Core levels of bcc tungsten, computed with exciting sodium (sodium is the release name) using all-electron LAPW+lo, the LDA and spin-orbit coupling, with a 9×9×9 k-mesh and Fermi-Dirac smearing of 0.05 eV. The levels are Kohn-Sham eigenvalues relative to the Fermi energy.

```tsv
row	core level (eV)	core element	core shell
1	-69337.8	W	1s1/2
2	-11957.0	W	2s1/2
3	-11437.0	W	2p1/2
4	-10085.5	W	2p3/2
5	-2749.5	W	3s1/2
6	-2517.5	W	3p1/2
7	-2225.3	W	3p3/2
8	-1833.7	W	3d3/2
9	-1770.1	W	3d5/2
10	-562.6	W	4s1/2
11	-466.5	W	4p1/2
12	-398.5	W	4p3/2
13	-240.4	W	4d3/2
14	-227.8	W	4d5/2
```

In the core of tungsten, the two levels of a p pair lie apart by about 13 to 16 % of their depth, those of a d pair by only 4 to 5 %. That gap between p and d breaks the simple expectation that a deeper level has a wider spin-orbit splitting. The rows that break the order are those of 3d, which is narrower than the shallower 4p pair. The 4d rows keep the order, but they too are much narrower than a smooth curve through the p pairs suggests.

In a label such as 3d5/2 under "core shell", the first number is the principal quantum number n. The letter gives the orbital angular momentum l, which is 0 for s, 1 for p and 2 for d, and the fraction is the total angular momentum j, orbital plus spin. Two rows with equal n and l but different j form a pair, and the difference of their core levels is the splitting. The depth of a pair is its mean distance below the Fermi energy, weighted by the number of electrons in each level.

**Where the pattern breaks**

From 2p through 3p to 3d the pairs become shallower and narrower together. The next pair, 4p, lies 1374 eV higher than 3d and should be much narrower. Instead it is split by 68 eV, against 64 eV for 3d. The table thus contains a shallow pair that is slightly wider than a deep one.

The three p pairs are all split by a similar fraction of their depth, so they can serve as the smooth reference, and 3d is the pair out of line. A power law of splitting against depth, drawn through the 3p and 4p pairs, gives about 235 eV at the depth of 3d, which is 3.7 times the computed splitting. If the 4d pair had the same ratio of splitting to depth as 4p, it would be 3.0 times as wide as it is. Both d pairs are therefore too narrow by a similar factor, and 4p only looks wide because it is compared with 3d. The printed analysis below lists splitting, depth and their ratio for every pair.

**Why d pairs are narrow**

Spin-orbit coupling is strong where the electric field is strong, which means close to the nucleus. A p electron has some weight there. A d electron has much less, because its larger angular momentum creates a centrifugal barrier that holds it outside. Two levels can therefore be similarly deep and yet feel the coupling very differently.

The size of the effect follows from a single electron around a nucleus of charge Z:

1. The coupling is proportional to Z times the average of 1/r³, where r is the distance from the nucleus.
2. For such an electron this average is proportional to Z³/[n³ l(l+½)(l+1)].
3. Taking the difference between the spin-orbit energies of the two partners brings in a factor l+½, which cancels the one in the denominator. The splitting is then α²Z⁴Ry/[n³ l(l+1)], with α the fine-structure constant and Ry the Rydberg energy.
4. The depth is Z²Ry/n², so splitting divided by depth is α²Z²/[n l(l+1)].

Within one shell, n and Z are the same for p and d, and only l(l+1) differs. It is 2 for p and 6 for d. A d pair should thus be split by one third of the fraction that holds for the p pair of the same shell.

**How well the factor of three works**

The 3d pair serves as a worked case, with only the 3p splitting and the two depths as input. The 3p pair is split by 12.6 % of its depth. One third of this fraction, applied to the 3d depth, gives 0.126/3 × 1796 eV ≈ 75 eV. The computed splitting is 64 eV, so the estimate is 18 % too large, whereas the curve based on depth alone was too large by a factor of 3.7.

The same step from 4p to 4d agrees with the table to within its rounding, but this overstates the quality of the rule. The exact Dirac equation for a bare nucleus makes the p pair about 3.5 times as wide as the d pair in both shells, because relativity beyond the simple formula widens p pairs more. In shell 4 the other electrons offset this: from 4p to 4d, the share of the bare-nucleus splitting that survives falls from 33 to 21 %, but the surviving share of the depth falls by a larger factor, from 8.7 to 4.9 %. This raises the fraction of 4d relative to that of 4p. An accuracy of about a fifth is the fair expectation.

**What the other electrons do**

The bare nucleus also shows whether screening by the other electrons causes the reversed order of 3d and 4p. It does not: with a single electron and no screening, 4p is already split 1.47 times as widely as 3d. In the crystal this ratio falls to 1.07. Screening therefore weakens the reversal in the splittings.

What screening changes most is the depth. The 4p pair keeps 33 % of its bare-nucleus splitting but only 9 % of its bare-nucleus depth. Theory points to the reason: charge that lies mostly outside an orbital adds a nearly constant potential within it, which raises both partners by nearly the same amount. Such a shift makes the pair shallower but largely drops out of the difference between its levels. Charge closer to the nucleus does cost splitting, because it loosens the orbital and so lowers its weight near the nucleus.

This is also why the simple formula should be used only to compare the fractions of p and d pairs within a shell, and not for the splittings themselves. Even the ratio of two splittings is off: the 4p pair is 5.4 times as wide as the 4d pair, not three times, because 4d is also shallower. For 2p it comes within 1 % of the computed value, but only because the neglected screening and the neglected higher relativistic terms happen to cancel. For 4d it gives 57 eV where the table has 12.6 eV. Nor should the formula be used to carry the fraction from shell to shell: it lets the fraction for p pairs fall as 1/n, while in the table the fraction is higher for 4p than for 2p and 3p.

**Use in reading a spectrum**

The core levels are LDA eigenvalues, not the energies needed to remove an electron. Measured binding energies are expected to be larger, largely because LDA leaves part of each electron's repulsion of itself in the level, so the table shouldn't be used to locate peaks. An error common to both partners cancels in the splitting. The 4 eV lead of 4p over 3d is still a small difference between two computed splittings, and the factor of about three between the fractions of p and d pairs is the sturdier result.

Within the shells of this table, dividing the splitting by the depth tells p and d pairs apart: the d pair has about one third of the p value, whereas depth alone can mislead by a factor of three to four. The rule shouldn't be carried over to shallower levels such as 4f, where screening changes the depth even more strongly.

Printed output of the fit:

```
splitting of 2p, 3p, 3d, 4p, 4d in eV: 1352, 292.2, 63.6, 68, 12.6
mean depth below the Fermi energy of 2p, 3p, 3d, 4p, 4d in eV: 10536, 2323, 1796, 421.2, 232.8
splitting in percent of depth, same order: 12.83, 12.58, 3.542, 16.15, 5.411
the same percentage times l(l+1), same order: 25.65, 25.16, 21.25, 32.29, 32.47
3d splitting expected from the power law through 3p and 4p, eV; and expected over computed: 234.5, 3.688
4d splitting expected with the 4p ratio of splitting to depth, eV; and expected over computed: 37.59, 2.984
4p against 3d: splitting larger by eV, depth smaller by eV, ratio of splittings, ratio of splittings at the bare nucleus: 4.4, 1374, 1.069, 1.471
bare-nucleus Dirac splitting, order 2p 3p 3d 4p 4d, eV: 1666, 496.2, 141.3, 207.8, 59.97
bare-nucleus splitting in first order, same order, eV: 1358, 402.3, 134.1, 169.7, 56.58
percent of the bare splitting, same order: 81.12, 58.89, 45.02, 32.72, 21.01
percent of the bare depth, same order: 53.94, 26.84, 21.37, 8.709, 4.922
```
